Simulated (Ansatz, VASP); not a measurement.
# Re: VASP beside Ansatz

```xyz
1
Lattice="0.0000 1.9750 1.9750 1.9750 0.0000 1.9750 1.9750 1.9750 0.0000" Properties=species:S:1:pos:R:3 pbc="T T T"
Re    0.0000    0.0000    0.0000
```

Alike in both runs: task single point; functional PBE; k mesh 14 × 14 × 14; occupations fermi-dirac, width 0.05 eV; non-collinear spin, spin-orbit coupling.

|  | VASP | Ansatz |
| --- | --- | --- |
| version | VASP 6.6.1 | Ansatz 0.2.0 |
| potentials or method | VASP PAW PBE potentials, release 64 (Re), cutoff 520 eV | all-electron LAPW |

```tsv
	VASP	Ansatz	Ansatz less VASP
pressure (GPa)	-9.0	-8.4	+0.66
net moment per atom (μB)	0.00	0.00	0.000
```

Ansatz ran all-electron here, so the differences hold the error of VASP's frozen core and of both bases.
